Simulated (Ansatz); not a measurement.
Results of PBE0 (Ansatz, a quantum-chemistry and plane-wave program, PAW) for wurtzite InN.

Run with plane-wave cutoff 460 eV, 9×9×6 k mesh (along the axes of the cell as run), Fermi–Dirac smearing 0.01 eV, scalar-relativistic PAW data made under PBE.

Cell (relaxed at this level):

Space group P6₃mc (No. 186); a = 3.5364 Å, b = 3.5364 Å, c = 5.6995 Å, α = 90.00°, β = 90.00°, γ = 120.00°

```json
[
 {"atom": "In", "site": "2b", "symmetry": "3m.", "x": "0.6667", "y": "0.3333", "z": "0.4997"},
 {"atom": "N", "site": "2b", "symmetry": "3m.", "x": "0.3333", "y": "0.6667", "z": "0.3793"}
]
```

### Question
Estimate the band gap that the calculation returns.

### Answer

- band gap: 1.28 eV (on the SCF k mesh)

Measured, for comparison: band gap 0.77 eV (zero-point shift of 0.07 eV (the table's estimate, ZP (est)) added back here, E0, Γ; inputs from arXiv:2302.06325).

Spin–orbit coupling is not included.
